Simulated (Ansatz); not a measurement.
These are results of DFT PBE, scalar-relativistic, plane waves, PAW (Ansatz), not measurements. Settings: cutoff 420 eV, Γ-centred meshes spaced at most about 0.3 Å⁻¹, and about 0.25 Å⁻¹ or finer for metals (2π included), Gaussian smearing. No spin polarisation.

Temperature and zero-point effects are left out.

Compare these two cells of Zn7O, each relaxed at this level.

A.

```
Zn O
1.0
     4.55399    0.00000    0.00000
    -2.27699    3.94387    0.00000
     0.00000    0.00000    7.49125
Zn O
7 1
Direct
  0.65841 0.00000 0.20961
  0.00000 0.65841 0.20961
  0.34159 0.34159 0.20961
  0.65841 0.00000 0.79039
  0.00000 0.65841 0.79039
  0.34159 0.34159 0.79039
  0.00000 0.00000 0.50000
  0.00000 0.00000 0.00000
```

B.

```
Zn O
1.0
     2.92753    0.00000    0.00000
    -1.46376    2.53531    0.00000
     0.00000    0.00000   15.32023
Zn O
7 1
Cartesian
  1.4638 0.8451 13.9699
  0.0000 1.6902 1.3504
  0.0000 0.0000 3.4342
  0.0000 1.6902 5.5299
  0.0000 0.0000 11.8861
  1.4638 0.8451 9.7903
  0.0000 0.0000 7.6601
  0.0000 0.0000 0.0000
```

Question: Which is lower in energy, and by how much?

Answer: B is lower, by 124 meV/atom. A has space group P-62m (No. 189), 16.8 Å³/atom and no gap on its mesh; B has space group P-3m1 (No. 164), 14.2 Å³/atom and no gap. Counting Zn atoms around O (those within 1.25 times the shortest such distance or 1.15 times the sum of covalent radii), A and B both have O 6. The denser one is the lower, and pressure would at first widen the difference. Both come from invented guesses. The lowest form computed isn't among them: it has space group P3m1 (No. 156), 14.9 Å³/atom and lies 22 meV/atom below the best shown.

Cells relaxed within their symmetry can be saddle points. Some structure types and database cells were kept out of the candidates from the start, so a known form may be missing.

Equal oxygen coordination hides the main difference, which lies in the zinc. B is essentially a stack of close-packed zinc layers with oxygen in octahedral sites between two of them, so most of the metal keeps surroundings like those in elemental zinc. In A the oxygen sits in a trigonal prism, and the eclipsed zinc layers around it are held apart by a sparsely filled layer, leaving large voids. The loss of Zn–Zn bonding there, together with closer contact between the zinc atoms around oxygen, probably accounts for most of A's higher energy.

The missing gap is expected in both: oxygen can take up only a small share of the zinc valence electrons, and the rest stay in metallic s-p bands. Density alone doesn't set the order, since the P3m1 form is lower than B yet less dense; its oxygen may have moved towards the tetrahedral coordination zinc oxide prefers. The ranking doesn't show that any Zn7O phase would resist separation into zinc metal and wurtzite ZnO, the outcome expected from known chemistry.
